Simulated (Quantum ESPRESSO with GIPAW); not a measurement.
# MgH12Cl2O6 (Bischofite): which site gives which 17O line?

The values are calculated: DFT, PBEsol, plane-wave PAW (pslibrary 1.0.0 recipes), scalar-relativistic, GIPAW shieldings (Quantum ESPRESSO with GIPAW, a patched development version). Shieldings are without the macroscopic shape term, which is common to all sites.

```xyz
21
Lattice="4.9303 -3.5535 0.0000 4.9303 3.5535 0.0000 -0.3981 0.0000 6.0606" Properties=species:S:1:pos:R:3 pbc="T T T"
Cl    6.5748    0.0000    2.3471
Cl    2.8878    0.0000    3.7135
Mg    0.0000    0.0000    0.0000
O     4.4136    2.0613    1.3450
O     5.0490    2.0613    4.7156
O     5.0490   -2.0613    4.7156
O     4.4136   -2.0613    1.3450
O     7.5211    0.0000    5.3867
O     1.9415    0.0000    0.6739
H     3.6365    2.1372    1.9401
H     5.8261    2.1372    4.1205
H     5.8261   -2.1372    4.1205
H     3.6365   -2.1372    1.9401
H     5.0485    1.3998    1.7256
H     4.4141    1.3998    4.3351
H     4.4141   -1.3998    4.3351
H     5.0485   -1.3998    1.7256
H     6.7656    0.0000    6.0115
H     2.6970    0.0000    0.0491
H     7.1702    0.0000    4.4613
H     2.2924    0.0000    1.5993
```

The cell is an entry of the Crystallography Open Database; it need not be the form that is stable at ambient conditions. The coordinates shown are those after relaxation (atoms relaxed).

The O sites:

```tsv
site	atom no.	atoms in cell	site symmetry	surroundings	bonds (Å)
O(1)	4	4	1	water; 3 neighbours	0.98 to 2.07
O(2)	8	2	m	water; 3 neighbours	0.98 to 2.06
```

The lines, in order of position:

```tsv
line	σ_iso (ppm)	relative area	span (ppm)	skew
A	250.1	1	72.9	0.48
B	243.4	2	71.4	0.25
```

**Question.** Which site gives which line?

A: A is O(2) (water; 3 neighbours); B is O(1) (water; 3 neighbours). The areas settle A and B, whose multiplicities are unique.

[Banner, clock, file and message-heading lines were taken out of the pw.x and gipaw.x logs.]

[Logs are printed without paths, hosts, clocks, repeated set-up lines and the standing remarks that a program may print on its own settings, such as how far it seeks lower states.]

[Hosts, paths, dates, database ids (printed as entryN), source tags and the programs' standing remarks are cut or masked in the printed files.]
